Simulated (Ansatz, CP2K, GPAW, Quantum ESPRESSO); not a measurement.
# One calculation of Ti, 6 ways

```
Ti
1.0
     2.95000    0.00000    0.00000
    -1.47500    2.55477    0.00000
     0.00000    0.00000    4.68000
Ti
2
Direct
  0.66667 0.33333 0.75000
  0.33333 0.66667 0.25000
```

Alike in all runs: task band structure; functional PBE; k mesh 10 × 10 × 6; occupations fermi-dirac, width 0.05 eV; no spin polarisation; no spin-orbit coupling. Pressure is positive in compression and, in plane waves, holds the error of the finite cutoff, which Ansatz's Pulay term estimates and takes out.

```
                                       program and potentials  plane-wave cutoff (eV)                             notes  pressure (GPa)
                     Ansatz, PseudoDojo stringent (PBE files)                    1143                                 -           -1.40
                   GPAW, GPAW PAW data sets (gpaw-data 1.2.1)                     600                                 -           -2.02
               Ansatz, all-electron LAPW, scalar-relativistic                       -                                 -           -1.47
CP2K, POTENTIAL_UZH Ti GTH-PBE-q12; TZVP-MOLOPT-PBE-GTH basis                       -                      atomic basis           -1.35
                                              Ansatz, JTH PAW                    1230  Pulay term of +0.04 GPa included           -1.27
           Quantum ESPRESSO, PseudoDojo 0.4.1 SR PBE standard                    1143                                 -           -1.35
```

The pressure spans -2.02 (GPAW, GPAW PAW data sets (gpaw-data 1.2.1)) to -1.27 GPa (Ansatz, JTH PAW), with all-electron results at -1.47. Rows in atomic bases carry the error of their basis and grid, which can be large.

Differences between rows come from potentials, basis sets and numerical settings, since the functional is the same but for its coding. Runs on potential files found faulty are left out.
